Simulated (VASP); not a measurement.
## Co: equilibrium volume by level of theory

```
Co
1.0
     2.47056    0.00000    0.00000
    -1.23528    2.13957    0.00000
     0.00000    0.00000    8.08823
Co
4
Direct
  0.66667 0.33333 0.75000
  0.00000 0.00000 0.50000
  0.33333 0.66667 0.25000
  0.00000 0.00000 0.00000
```

```csv
rung,level,program and potentials,cutoff (eV),k mesh,smearing,equilibrium volume (Å³/atom),notes
LDA,LDA,"VASP, LDA PAW files Co, 600 eV",600,10 × 10 × 4,fermi-dirac 0.05,9.99,-
meta-GGA,r2SCAN,"VASP, PBE PAW files Co, 600 eV",600,9 × 9 × 3,methfessel-paxton 0.1,(a),potentials made for PBE
meta-GGA + dispersion,r2SCAN+rVV10,"VASP, PBE PAW files Co, 600 eV",600,9 × 9 × 3,methfessel-paxton 0.1,10.67,potentials made for PBE
meta-GGA,rSCAN,"VASP, PBE PAW files Co, 600 eV",600,9 × 9 × 3,methfessel-paxton 0.1,10.70,potentials made for PBE
```

Task: relaxation of cell and atoms. All rows: collinear spin, ferromagnetic start. Smearing widths are in eV. For a metal such meshes aren't converged. Meshes differ between rows, which moves values too. Meshes are those of the run's cell of 4 atoms unless a note names another. Relaxations start from the cell shown or near it and stop with a little pressure left. Runs on faulty files, with rough fits or with known faults for this quantity aren't shown. No row holds spin-orbit coupling.

**Question.** Estimate the value left out from the other rows.

**Answer.** (a) 10.77 Å³/atom.
